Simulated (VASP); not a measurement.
Runs of VASP 6.6.1 on ZnO. The structure is hexagonal, space group P6_3mc (No. 186). The conventional cell has a = 3.237 Å, b = 3.237 Å, c = 5.224 Å, α = 90.00°, β = 90.00°, γ = 120.00°. Around Zn (site symmetry 3m) lie 4 O at 1.97 to 1.98 Å. O (site symmetry 3m) has 4 Zn at 1.97 to 1.98 Å as nearest neighbours. 

```tsv
task	level	potentials or basis	cell	cutoff (eV)	gap on the mesh (eV)	pressure (GPa)
band structure	PBEsol	VASP PAW PBE potentials, release 64 (Zn, O)	P6_3mc, 11.85 Å³/atom	520	0.68	0.0
band structure	LDA	VASP PAW LDA potentials, release 64 (Zn, O)	P6_3mc, 11.85 Å³/atom	520	(b)	-5.5
band structure	r2SCAN	VASP PAW PBE potentials, release 64 (Zn, O)	P6_3mc, 11.85 Å³/atom	520	1.23	(a)
band structure	TB-mBJ	VASP PAW PBE potentials, release 64 (Zn, O)	P6_3mc, 11.85 Å³/atom	520	2.57	-
relaxation of cell and atoms	PBEsol	VASP PAW PBE potentials, release 64 (Zn, O)	relaxed	600	0.68	0.0
```

Alike in all rows: no spin polarisation; k mesh 9 × 9 × 5; smearing gaussian 0.03 eV.

Question: Fill in the values left out.

Answer: (a) 0.3; (b) 0.74.

Caveats: the PAW data sets were made with another functional, which shifts forces and pressure a little (some runs).

